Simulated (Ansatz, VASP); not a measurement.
**SiC (Moissanite 3C): VASP beside Ansatz**

Wanted: the spread between two codes on one cell, functional and k mesh. The cell is taken from a series of VASP runs on this material, whose earlier steps may have relaxed, scaled or displaced it; both programs get it as it stands.

Main program and level: Ansatz 0.2.0; plane waves, with VASP 6.6.1 beside it; relaxation of cell and atoms at r2SCAN.

### 1. The starting structure

Symmetry: F-43m, No. 216, cubic system. Conventional cell: a = 4.355 Å, b = 4.355 Å, c = 4.355 Å, α = 90.00°, β = 90.00°, γ = 90.00°. Nearest to Si lie 4 C at 1.89 Å. C has 4 Si at 1.89 Å nearest. Farther neighbours are not listed.

### 2. Ansatz: relaxation of cell and atoms, r2SCAN

Ansatz runs on its default PAW (the set named soft_2) files.

The relaxed volume is the usual yardstick between codes: its relative difference is about their pressure difference at one cell divided by the bulk modulus.

input.yaml

```yaml
crystal:
  lattice:
    - [0.0, 2.17765585, 2.17765585]
    - [2.17765585, 0.0, 2.17765585]
    - [2.17765585, 2.17765585, 0.0]
  atoms:
    - { symbol: Si, position: [0.0, 0.0, 0.0] }
    - { symbol: C, position: [0.75, 0.75, 0.75] }
hamiltonian:
  xc: r2scan
  pseudopotentials: { kind: paw }
kpoints:
  mp_grid: { grid: [8, 8, 8] }
scf:
  occupations: { method: gaussian, width: 0.03 }
relax:
  f_tol: 0.01
  max_steps: 60
  cell: { stress_tol: 0.05 }
output:
  forces: true
  stress: true
```

Command:

```
> ansatz run input.yaml --threads 4 --pin off --max-ram 9216MiB --backend cpu --events-out ev --progress --plain --runs-dir out
```

Numbers of over 12 decimals in the logs are rounded to 6 here.

The program printed:

```text
Engine: ansatz 0.2.0, aarch64-unknown-linux-gnu
Pseudopotentials: kind: paw
Pseudopotential: Si, paw, valence charge 4, recommended cutoff 500 eV (meta_gga), Si.paw.azcp
Pseudopotential: C, paw, valence charge 4, recommended cutoff 500 eV (meta_gga), C.paw.azcp
Functional definition: r2SCAN
  parameter k0 = 0.174
  parameter k1 = 0.065
  parameter a1 = 4.9479
  exchange = r2scan_x(k0 = k0, k1 = k1, a1 = a1)
  correlation = r2scan_c
Crystal: 2 atoms, lattice volume = 20.654 Å³
Basis set: ecut = 500 eV, 531 PW (Γ), exchange–correlation on 96×96×96 points (64 copies of the dense FFT grid, shifted against one another)
Bands: 8, of which v1, the nominal top of the filled ones, is band 4 counted from 1 (3 counted from 0)
Symmetry: 24 space group operations
Space group: F-43m (ITA 216), of the structure as read, at distance tolerance 2.7e-5 Å
k-points: 29 of 512 (time reversal used)
Non-local potential: Si, projectors of the file, l = 0: 2, l = 1: 2, l = 2: 2
Non-local potential: C, projectors of the file, l = 0: 2, l = 1: 2, l = 2: 1
PAW form: soft (Blöchl's): semilocal exchange-correlation on the pseudo side does not see the compensation charge
PAW frozen core: Si, regenerated for the run's functional (the file was generated under x = pbe(κ = 0.804, μ = 0.219515), c = pbe(β = 0.066725))
PAW frozen core: C, regenerated for the run's functional (the file was generated under x = pbe(κ = 0.804, μ = 0.219515), c = pbe(β = 0.066725))
PAW one-centre angular grid: Si, 302 points (default); XC on 160 Gauss nodes
PAW one-centre angular grid: C, 302 points (default); XC on 239 of its mesh's 2573 points in the sphere
Initial density: superposition of atomic densities (neutral atoms: chi_scale 0, normalization atom), corrected by the library's trained network
Initial wavefunctions: pseudopotential atomic-orbital guess
Functional: x = r2scan, c = r2scan; τ floored in thin density (d = 2e-4 eV/Å³)
SCF iter   1: F=—  HF=-891.288562 eV  |F-HF|=—  |Δ(HF+E_count)|=         —  Δρ=5.88e-3  dr2=4.86e-3  dr2_τ=1.95e-1  ethr=1.77e-3  ⟨swp⟩=6.1  Hψ=1981  notcnv=0
preconditioner: auto → none  [insulator: Δε(μ)=1.659 eV  Ē_g=15.018 eV  σ=0.030 eV  W_gap=1.00  n_scr=0 (ndim 8)  ℏωp=23.1 eV  f_vac=0.000  D(μ)=0.00/eV (n_scr^D=0)  ε∞_Penn≈3.4]
SCF iter   2: F=—  HF=-891.333008 eV  |F-HF|=—  |Δ(HF+E_count)|=   4.44e-2  Δρ=4.00e-3  dr2=1.78e-3  dr2_τ=3.53e-5  ethr=6.07e-5  ⟨swp⟩=2.2  Hψ=702  notcnv=0
SCF iter   3: F=—  HF=-891.332971 eV  |F-HF|=—  |Δ(HF+E_count)|=   3.70e-5  Δρ=1.01e-3  dr2=1.68e-4  dr2_τ=5.60e-6  ethr=2.22e-5  ⟨swp⟩=2.7  Hψ=454  notcnv=0
SCF iter   4: F=—  HF=-891.332998 eV  |F-HF|=—  |Δ(HF+E_count)|=   2.76e-5  Δρ=9.43e-5  dr2=1.32e-6  dr2_τ=3.25e-7  ethr=2.10e-6  ⟨swp⟩=2.4  Hψ=338  notcnv=0
SCF iter   5: F=—  HF=-891.332998 eV  |F-HF|=—  |Δ(HF+E_count)|=   1.31e-7  Δρ=5.73e-5  dr2=6.06e-7  dr2_τ=2.36e-8  ethr=1.65e-8  ⟨swp⟩=2.0  Hψ=345  notcnv=0
SCF iter   6: F=—  HF=-891.332998 eV  |F-HF|=—  |Δ(HF+E_count)|=   3.85e-8  Δρ=2.61e-5  dr2=1.22e-7  dr2_τ=8.14e-10  ethr=7.57e-9  ⟨swp⟩=2.0  Hψ=321  notcnv=0
SCF iter   7: F=-891.332998 eV  HF=-891.332998 eV  |F-HF|=1.10e-9  |Δ(HF+E_count)|=   2.00e-9  Δρ=5.27e-6  dr2=4.99e-9  dr2_τ=3.62e-11  ethr=1.25e-9  ⟨swp⟩=4.0  Hψ=696  notcnv=0
SCF 1 converged in 7 iterations: F = -891.332998 eV  dr2 = 4.99e-9
  greatest PAW one-centre occupation: 0.659 electrons in one spin orbital (limit 2), on the C atom at site 1 (counted from 0), in its partial waves of l = 0
relax step   1: F+E_penalty+E_count = -891.33299814 eV  Δ(F+E_penalty+E_count) = +0.000e0 eV  max|allowed force component| = 4.626e-16 eV/Å  Δτ_max = 0.0000 Å  P = +0.165 GPa  Ω = 20.654 Å³  (7 SCF iters, dr2 threshold 1.00e-7 eV, accepted)
[...]
relax step   2: F+E_penalty+E_count = -891.33300313 eV  Δ(F+E_penalty+E_count) = -4.987e-6 eV  max|allowed force component| = 8.327e-17 eV/Å  Δτ_max = 0.0000 Å  P = +0.074 GPa  Ω = 20.662 Å³  energy of the carried Pulay correction = -1.059e-6 eV  (2 SCF iters, dr2 threshold 6.78e-8 eV, accepted)
[...]
relax step   3: F+E_penalty+E_count = -891.33300388 eV  Δ(F+E_penalty+E_count) = -7.582e-7 eV  max|allowed force component| = 1.758e-16 eV/Å  Δτ_max = 0.0000 Å  P = +0.003 GPa  Ω = 20.668 Å³  energy of the carried Pulay correction = -1.924e-6 eV  (3 SCF iters, dr2 threshold 1.37e-8 eV, accepted)
[...]
relax step   4: F+E_penalty+E_count = -891.33300649 eV  Δ(F+E_penalty+E_count) = -2.608e-6 eV  max|allowed force component| = 1.388e-16 eV/Å  Δτ_max = 0.0000 Å  P = +0.003 GPa  Ω = 20.668 Å³  stress off target by 2.80e-3 GPa  SCF on the basis re-selected at this cell (its energy is not comparable with the rows above)  (4 SCF iters)
basis re-selected at this cell: Δ(F+E_penalty+E_count) = -2.608e-6 eV, ΔP = -0.000 GPa vs the last step (what re-selecting the basis moved, of the pressure what is left beyond the Pulay correction that the steps carried, after the strain that the cell walked since its last selection, with what the two solves' SCF thresholds leave and, on support functions, any second-order correction that the steps lacked; it is no m [...]
SCF converged after 4 iterations
Free energy (F): -891.333006 eV
Harris-Foulkes:  -891.333006 eV  (|F-HF|=4.77e-12)
Internal energy: -891.333006 eV  (E = F + TS)
E sigma→0 (E₀):  -891.333006 eV
Fermi energy:    10.232752 eV
--- Per-component energies (eV) ---
  E_band       = 25.564547
  E_kinetic    = 136.043782
  E_local      = -103.564928  (includes V_loc(G=0)·N_el)
  E_nonlocal   = 50.369214
  E_hartree    = 32.464872
  E_xc         = -101.358382
  E_vxc        = -118.637504  (∫ρ·V_xc dr)
  E_paw        = -620.294261  (= ΣΔE_a)
  E_vpaw       = -9.144349  (= ΣTr[D̂ρ^β])
  E_aug_tail   = 0.000008  (compensation charges beyond the density's cutoff)
  E_vtau       = 5.568576  (kinetic-family band-sum trace: ∫τ·v_τ [+ j·A + Jᵃ·Aᵃ] dr)
  E_ewald      = -284.892105
  E_core_change = -0.101207  (= ΣΔE_core)
  E_smearing   = -0.000000  (= −TS)
  E_closure    = 0.000000  (closes the sum)
  Σ components = -891.333006   (vs F -891.333006, Δ=0.00e0)
--- Forces (eV/Å), atoms counted from 1 ---
  atom   1  Si    -0.00000000     0.00000000     0.00000000
  atom   2  C      0.00000000    -0.00000000    -0.00000000
  max |Σ_I F_I| component: 3.70e-17 eV/Å
--- Stress (GPa, compression-positive) ---
        0.002801      -0.000000      -0.000000
       -0.000000       0.002801      -0.000000
       -0.000000       0.000000       0.002801
  P = ⅓ Tr σ = 0.0028 GPa (0.028 kbar)
--- Relaxed structure (3 steps of the walk, 3 accepted, 1 SCFs on fresh bases) ---
  F+E_penalty+E_count = -891.33300649 eV   max|allowed force component| = 1.388e-16 eV/Å   (the final SCF, on the basis selected at the relaxed cell)
  cell:  # Å, volume = 20.6684 Å³
    - [0, 2.178171, 2.178171]
    - [2.178171, 0, 2.178171]
    - [2.178171, 2.178171, 0]
  atoms:
    - { symbol: Si, position: [0, 0, 0] }
    - { symbol: C, position: [0.750000, 0.750000, 0.750000] }
```

Elapsed: 1.8 s, on 4 threads of Arm Neoverse V1, shared host; peak memory 0.34 GiB.

### 3. VASP: relaxation of cell and atoms, r2SCAN

The same cell, functional, mesh and smearing now go to VASP, with its own data sets and cutoff.

Lines of VASP's logs that name or quote its potential files are left out, and so is its time.

INCAR

```
SYSTEM = SiC
PREC = Accurate
ENCUT = 520
EDIFF = 1E-06
NELM = 100
ISMEAR = 0
SIGMA = 0.03
LREAL = .FALSE.
ALGO = Normal
METAGGA = R2SCAN
LASPH = .TRUE.
NBANDS = 10
LORBIT = 11
LWAVE = .FALSE.
LCHARG = .FALSE.
KPAR = 4
IBRION = 2
NSW = 50
ISIF = 3
EDIFFG = -0.006
```

POSCAR

```
SiC
1.0
    0.0000000000      2.1776558500      2.1776558500
    2.1776558500      0.0000000000      2.1776558500
    2.1776558500      2.1776558500      0.0000000000
Si C
1 1
Direct
    0.0000000000      0.0000000000      0.0000000000
    0.7500000000      0.7500000000      0.7500000000
```

KPOINTS

```
Automatic mesh
0
Gamma
8 8 8
0 0 0
```

Potentials, in the order of the species: Si and C (PBE family, release 64).

Command:

```
> mpirun -np 4 vasp_std
```

The program printed:

```text
[banner, memory and clock lines left out]
running    4 mpi-ranks, on    1 nodes
 distrk:  each k-point on    1 cores,    4 groups
 distr:  one band on    1 cores,    1 groups

 POSCAR found type information on POSCAR SiC
 POSCAR found :  2 types and       2 ions
|                                                                             |
|               ----> ADVICE to this user running VASP <----                  |
|                                                                             |
|     You enforced a specific xc type in the INCAR file but a different       |
|     [... a line on the potential file left out ...]
|     I HOPE YOU KNOW WHAT YOU ARE DOING!                                     |
|                                                                             |

 LDA part: xc-table for (None), standard interpolation
 POSCAR, INCAR and KPOINTS ok, starting setup
 FFT: planning ... GRIDC
 FFT: planning ... GRID_SOFT
 FFT: planning ... GRID
 WAVECAR not read
 entering main loop
       N       E                     dE             d eps       ncg     rms          rms(c)
DAV:   1    -0.162521454673E+01   -0.16252E+01   -0.41279E+03   604   0.696E+02
DAV:   2    -0.217603742605E+02   -0.20135E+02   -0.19151E+02   788   0.115E+02
DAV:   3    -0.223256792586E+02   -0.56530E+00   -0.56423E+00   674   0.166E+01
DAV:   4    -0.223279627357E+02   -0.22835E-02   -0.22833E-02   676   0.133E+00
DAV:   5    -0.223279732863E+02   -0.10551E-04   -0.10551E-04   650   0.829E-02    0.921E+00
DAV:   6    -0.192872815998E+02    0.30407E+01   -0.52090E+00   640   0.117E+01    0.510E+00
DAV:   7    -0.193154214129E+02   -0.28140E-01   -0.50982E-01   758   0.446E+00    0.248E+00
DAV:   8    -0.193256604351E+02   -0.10239E-01   -0.20556E-02   610   0.121E+00    0.183E-01
DAV:   9    -0.193259830364E+02   -0.32260E-03   -0.32347E-04   782   0.181E-01    0.136E-01
DAV:  10    -0.193260685099E+02   -0.85473E-04   -0.73499E-05   608   0.860E-02    0.124E-02
DAV:  11    -0.193260676985E+02    0.81142E-06   -0.75862E-07   638   0.688E-03
   1 F= -.19326068E+02 E0= -.19326068E+02  d E =-.193261E+02
 curvature:   0.00 expect dE= 0.000E+00 dE for cont linesearch  0.000E+00
 trial: gam= 0.00000 g(F)=  0.385E-45 g(S)=  0.487E-06 ort = 0.000E+00 (trialstep = 0.100E+01)
 search vector abs. value=  0.487E-06
 reached required accuracy - stopping structural energy minimisation
```

Parts of OUTCAR (step 3):

```text
ion  position               nearest neighbor table
   1  0.000  0.000  0.000-   2 1.89   2 1.89   2 1.89   2 1.89
   2  0.750  0.750  0.750-   1 1.89   1 1.89   1 1.89   1 1.89

  LATTYP: Found a face centered cubic cell.
 ALAT       =     4.3553117000

 Subroutine GETGRP returns: Found 24 space group operations
 (whereof 24 operations were pure point group operations)

The static configuration has the point symmetry T_d .

 Found     29 irreducible k-points:

   k-points           NKPTS =     29   k-points in BZ     NKDIM =     29   number of bands    NBANDS=     10

   dimension x,y,z NGX =    24 NGY =   24 NGZ =   24
   dimension x,y,z NGXF=    48 NGYF=   48 NGZF=   48

   ENCUT  =  520.0 eV  38.22 Ry    6.18 a.u.   5.73  5.73  5.73*2*pi/ulx,y,z

   NELECT =       8.0000    total number of electrons

 k-points in reciprocal lattice and weights: Automatic mesh
   0.00000000  0.00000000  0.00000000       0.002
   0.12500000  0.00000000  0.00000000       0.016
   0.25000000  0.00000000  0.00000000       0.016
   0.37500000  0.00000000  0.00000000       0.016
   0.50000000  0.00000000  0.00000000       0.008
   0.12500000  0.12500000  0.00000000       0.012
   0.25000000  0.12500000  0.00000000       0.047
   0.37500000  0.12500000  0.00000000       0.047
   0.50000000  0.12500000  0.00000000       0.047
[...]
-0.37500000  0.50000000  0.12500000       0.023
  -0.25000000  0.50000000  0.25000000       0.012

 average (electrostatic) potential at core
       1 -83.3025       2 -46.6608

 E-fermi :   8.2411

 k-point     1 :       0.0000    0.0000    0.0000
  band No.  band energies     occupation
      1      -8.1908      2.00000
      2       8.0038      2.00000
      3       8.0038      2.00000
      4       8.0038      2.00000
      5      14.8607      0.00000
      6      15.8657      0.00000
      7      15.8657      0.00000
      8      15.8657      0.00000
      9      23.2231      0.00000
    ...

 k-point     2 :       0.1250    0.0000    0.0000
  band No.  band energies     occupation
      1      -7.8748      2.00000
      2       6.4592      2.00000
      3       7.7934      2.00000
      4       7.7934      2.00000
      5      15.0782      0.00000
      6      16.2400      0.00000
      7      16.2400      0.00000
      8      16.5040      0.00000
      9      22.0091      0.00000
    ...

 k-point     3 :       0.2500    0.0000    0.0000
  band No.  band energies     occupation
      1      -6.9533      2.00000
      2       3.5307      2.00000
      3       7.3678      2.00000
      4       7.3678      2.00000
      5      14.5796      0.00000
      6      16.4981      0.00000
      7      16.4981      0.00000
      8      18.1904      0.00000
      9      21.8742      0.00000
    ...

  Total       -0.0025930     -0.0025930     -0.0025930      0.0000000      0.0000000      0.0000000
  in kB       -0.2011441     -0.2011441     -0.2011441      0.0000000      0.0000000      0.0000000
  external PRESSURE =      -0.2011441 kB  Pullay stress =       0.0000000 kB

  energy-cutoff  :      520.00
  volume of cell :       20.65
      direct lattice vectors                 reciprocal lattice vectors
     0.000000000  2.177655850  2.177655850    -0.229604692  0.229604692  0.229604692
     2.177655850  0.000000000  2.177655850     0.229604692 -0.229604692  0.229604692
     2.177655850  2.177655850  0.000000000     0.229604692  0.229604692 -0.229604692

 POSITION                                       TOTAL-FORCE (eV/Angst)
 -----------------------------------------------------------------------------------
      0.00000      0.00000      0.00000        -0.000000     -0.000000     -0.000000
      3.26648      3.26648      3.26648         0.000000      0.000000      0.000000
 -----------------------------------------------------------------------------------
    total drift:                                0.000001      0.000001      0.000001

  FREE ENERGIE OF THE ION-ELECTRON SYSTEM (eV)
  ---------------------------------------------------
  free  energy   TOTEN  =       -19.3260676985 eV

  energy  without entropy=      -19.3260676985  energy(sigma->0) =      -19.32606770

 reached required accuracy - stopping structural energy minimisation

 total charge
# of ion       s       p       d       tot
------------------------------------------
    1        0.702   0.982   0.000   1.684
    2        0.850   1.716   0.000   2.566
--------------------------------------------------
tot          1.552   2.697   0.000   4.250

[... 3 further parts left out ...]
```

The gap is read on the k-mesh alone, so it is an upper bound where the band edges lie off the mesh. The run keeps the 24 symmetry operations of its start, so it cannot find a distortion of lower symmetry.

### 4. Differences

Known differences besides the potentials themselves: VASP keeps PBE cores, Ansatz makes them for the functional; both relaxations stop at a tolerance, which leaves soft axes loose, and VASP keeps its plane-wave basis; the cutoff is 500 eV in Ansatz and 520 eV in VASP; Ansatz adds a Pulay correction to the stress that steers its cell, VASP none. Total energies have different zeros and are not compared.

The two programs side by side:

```csv
quantity,Ansatz,VASP,difference
volume (Å³),20.67,20.65,+0.07 %
"edge a after relaxation, in the typed setting (Å)",3.080,3.080,+0.02 %
```

The walks stopped with 0.00 GPa left in Ansatz and -0.02 GPa in VASP; each walk ends within a tolerance, so the volume difference is uncertain by about these residues over the bulk modulus, most in soft cells.

### 5. Results

```yaml
difference_in_volume_relaxation_of_cell_and_atoms_r2scan: 0.071 %
```

What this shows: The difference in volume is 0.071 % (relaxation of cell and atoms, r2SCAN), within the 1.2 % picked in this series as the mark of a large difference, as far as the stopping tolerances let one tell. Such differences can come from data sets, numerical settings and the points named under the comparisons, not from the functional's error against experiment.

[Lines on the potential files, build, host, timing and source positions are cut from VASP's logs without a mark.]

[Logs are printed without paths, hosts, clocks, repeated set-up lines and the standing remarks that a program may print on its own settings, such as how far it seeks lower states.]

[Hosts, paths, dates, database ids (printed as entryN), source tags and the programs' standing remarks are cut or masked in the printed files.]
